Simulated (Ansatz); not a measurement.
## Straining Na

These are results of DFT PBE, scalar-relativistic, plane waves, PAW in Ansatz, not measurements. Settings: 420 eV cutoff, 18×18×6 k-mesh, Gaussian smearing of 0.10 eV, no spin polarisation.

Reference structure (relaxed):

```
CELL_PARAMETERS angstrom
3.75274 0.00000 0.00000
-1.87637 3.24997 0.00000
0.00000 0.00000 12.14262
ATOMIC_POSITIONS crystal
Na 0.00000 0.00000 0.00000
Na 0.33333 0.66667 0.25000
Na 0.00000 0.00000 0.50000
Na 0.66667 0.33333 0.75000
```

Deformation: biaxial strain in the a-b plane, with the length and tilt of c and the atoms relaxed, all within the symmetry that the strain leaves. Energies are extrapolated to zero smearing. Stress is positive in compression, on the Cartesian axes of the cell above. On this cell's mesh the reference holds a stress of up to 0.11 GPa.

```tsv
strain (%)	ΔE (meV/atom)	a (Å)	b (Å)	c (Å)	σxx (GPa)	σyy (GPa)	σzz (GPa)
-6.0	?	3.528	3.528	?	?	?	?
-4.0	6.0	3.603	3.603	12.434	0.78	0.78	-0.01
-2.0	1.1	3.678	3.678	12.319	0.32	0.32	0.00
+0.0	0.0	3.753	3.753	12.143	-0.05	-0.05	0.11
+2.0	2.3	3.828	3.828	12.118	-0.40	-0.40	0.00
+4.0	7.3	3.903	3.903	11.964	-0.63	-0.63	0.00
+6.0	?	3.978	3.978	?	?	?	?
```

Question: Fill in the row at -6.0 %.

Answer: ΔE 15.6 meV/atom; c 12.504 Å; σxx 1.36 GPa; σyy 1.36 GPa; σzz 0.00 GPa.

Question: Fill in the row at +6.0 %.

Answer: ΔE 14.1 meV/atom; c 11.783 Å; σxx -0.80 GPa; σyy -0.80 GPa; σzz 0.00 GPa.

This form isn't the element's structure at ambient conditions.